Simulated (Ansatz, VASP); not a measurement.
**One calculation of AlN, two programs**

```
CELL_PARAMETERS angstrom
3.17716 0.00000 0.00000
-1.58858 2.75150 0.00000
0.00000 0.00000 5.09331
ATOMIC_POSITIONS crystal
Al 0.66667 0.33333 0.49937
Al 0.33333 0.66667 0.99937
N 0.66667 0.33333 0.88063
N 0.33333 0.66667 0.38063
```

Change from the starting cell: equal strain along all axes, cell held, atoms relaxed: +1.5 %.

Alike in both runs: functional PBE; k mesh 12 × 12 × 6; occupations gaussian, width 0.02 eV; no spin polarisation.

Ansatz relaxed the structure, and its values are those at the end. VASP's run is a single point on that final structure, the one shown.

|  | VASP | Ansatz |
| --- | --- | --- |
| version | VASP 6.6.1 | Ansatz 0.2.0 |
| potentials or method | VASP PAW PBE potentials, release 64 (Al, N) | scalar-relativistic, plane waves, PAW |
| plane-wave cutoff (eV) | 520 | 420 |
| valence electrons in the cell | 16 | 16 |

VASP gave:

| Property | Result |
| --- | --- |
| gap on the k mesh at the Fermi level (eV) | 3.66 |
| least direct gap on the mesh (eV) | 3.66 |
| pressure (GPa) | -8.2 |

Problem. Which values does Ansatz return?

Solution. gap on the k mesh at the Fermi level (eV): 3.66; least direct gap on the mesh (eV): 3.66; pressure (GPa): -7.9.

Ansatz warned: «stress_scf_threshold_loose».

A k mesh can miss the band edges.
